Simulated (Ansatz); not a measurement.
# SnO2: further runs on the relaxed cell

One table from this session's results is given with a row withheld; the runs are named, their logs left out.

Program: Ansatz 0.2.0. Level of theory: DFT PBE, scalar-relativistic, plane waves, PAW. These are calculated values, not measurements.

2 further runs of the same task are left out: 2 set aside as unsound or not needed.

### The structure to begin with

The structure is tetragonal, space group P4_2/mnm (No. 136). The conventional cell has a = 4.827 Å, b = 4.827 Å, c = 3.238 Å, α = 90.00°, β = 90.00°, γ = 90.00°. Around Sn (site symmetry mmm) lie 6 O at 2.09 Å. O (site symmetry m2m) is surrounded by 3 Sn at 2.09 Å.

Structure file:

```cif
data_structure
_symmetry_space_group_name_H-M 'P 1'
_symmetry_Int_Tables_number 1
_cell_length_a 4.8274
_cell_length_b 4.8274
_cell_length_c 3.2381
_cell_angle_alpha 90.000
_cell_angle_beta 90.000
_cell_angle_gamma 90.000
_cell_volume 75.46
loop_
_atom_site_label
_atom_site_type_symbol
_atom_site_fract_x
_atom_site_fract_y
_atom_site_fract_z
_atom_site_occupancy
Sn1 Sn 0.00000 0.00000 0.00000 1
Sn2 Sn 0.50000 0.50000 0.50000 1
O1 O 0.30654 0.30654 0.00000 1
O2 O 0.19346 0.80654 0.50000 1
O3 O 0.69346 0.69346 0.00000 1
O4 O 0.80654 0.19346 0.50000 1
```

It is the result of an earlier relaxation at this level (volume 12.58 Å³/atom; gap on the mesh: 0.68 eV).

Set-up of the first run:

File input.yaml:

```yaml
crystal:
  lattice:
    - [4.8274196559, 0.0, 0.0]
    - [0.0, 4.8274196559, 0.0]
    - [0.0, 0.0, 3.2380690887]
  atoms:
    - { symbol: Sn, position: [0.0, 0.0, 0.0] }
    - { symbol: Sn, position: [0.5, 0.5, 0.5] }
    - { symbol: O, position: [0.3065442634, 0.3065442634, 0.0] }
    - { symbol: O, position: [0.1934557366, 0.8065442634, 0.5] }
    - { symbol: O, position: [0.6934557366, 0.6934557366, 0.0] }
    - { symbol: O, position: [0.8065442634, 0.1934557366, 0.5] }
basis:
  ecutwfc: 420
kpoints:
  mp_grid: { grid: [6, 6, 8] }
  band_path:
    path:
      - [[0.0, 0.0, 0.0], [0.0, 0.5, 0.0], [0.5, 0.5, 0.0], [0.0, 0.0, 0.0], [0.0, 0.0, 0.5], [0.0, 0.5, 0.5], [0.5, 0.5, 0.5], [0.0, 0.0, 0.5]]
      - [[0.0, 0.5, 0.0], [0.0, 0.5, 0.5]]
      - [[0.5, 0.5, 0.0], [0.5, 0.5, 0.5]]
    npoints: 14
hamiltonian:
  xc: pbe
scf:
  occupations: { method: gaussian, width: 0.02 }
  n_extra_bands: 15
output:
  forces: true
  stress: true
  eigenvalues: true
  populations: true
  dos: { projected: true, de: 0.02, nscf_kmesh: { grid: [9, 9, 12] } }
  bader: true
  write_density: true
  write_potential: true
  elf: true
  volumetric_format: npy
```

Run with:

```console
$ ansatz run input.yaml --threads 2 --pin off --max-ram 5120MiB --backend cpu --events-out ev --progress --plain --runs-dir out
```

Among the steps run: Bands, states and charges; Band edges anywhere in the zone; Eigenvalues a small step from each edge; Point at V/V0 = 0.97; Point at V/V0 = 1.03; The cell scaled to 0.94 of its volume; Volume × 1.06.

One of the session's tables, all rows but one given; the rest of the session is left out.

It belongs to the step «Fit of the equation of state». 

```
volume (Å³/atom)  energy above the lowest point (meV/atom)  pressure (GPa)  gap on the mesh (eV)
          11.822                                      27.1           12.28                  1.31
          12.199                                         ?               ?                     ?
          12.577                                       0.0            0.00                  0.68
          12.954                                       5.5           -4.55                  0.42
          13.331                                      20.6           -8.20                  0.20
```

Q: Estimate the row for volume (Å³/atom) = 12.199 from the others.

Worked estimate for «energy above the lowest point (meV/atom)». A straight line through the neighbours (11.822, 27.1) and (12.577, 0.0) gives 27.1 + (0.0 − 27.1) × (12.199 − 11.822) / (12.577 − 11.822) = 13.6; a parabola fitted to 3 rows on both sides gives 7.2.

**Answer.** energy above the lowest point (meV/atom): 6.3; pressure (GPa): 5.57; gap on the mesh (eV): 0.98. In «energy above the lowest point (meV/atom)» the line misses by +7.3 and the parabola by +0.9.
